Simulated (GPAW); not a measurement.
The system is Ru.

```
CELL_PARAMETERS angstrom
2.70580 0.00000 0.00000
-1.35290 2.34329 0.00000
0.00000 0.00000 4.28190
ATOMIC_POSITIONS crystal
Ru 0.66667 0.33333 0.75000
Ru 0.33333 0.66667 0.25000
```

Base run:

```yaml
Program: GPAW 26.7.0
Functional: PBE
Potentials_or_basis: GPAW PAW data sets (gpaw-data 1.2.1)
Cutoff: 600 eV
Basis: pw
k_mesh: 11 × 11 × 6
Occupations: fermi-dirac, width 0.05 eV
Spin: no spin polarisation
```

Its results: band gap on the k mesh none (metal or under the smearing width); pressure 3.7 GPa.

**Question.** The run is repeated on the same cell with these changes: hubbard terms from none to Ru d U = 6 eV. What comes out?

**Answer.** Band gap on the k mesh none (metal or under the smearing width); pressure -9.9 GPa.

Caveats: U without spin polarisation on a metal has little footing (some runs); the U is typed as a test and isn't derived for this compound (some runs).
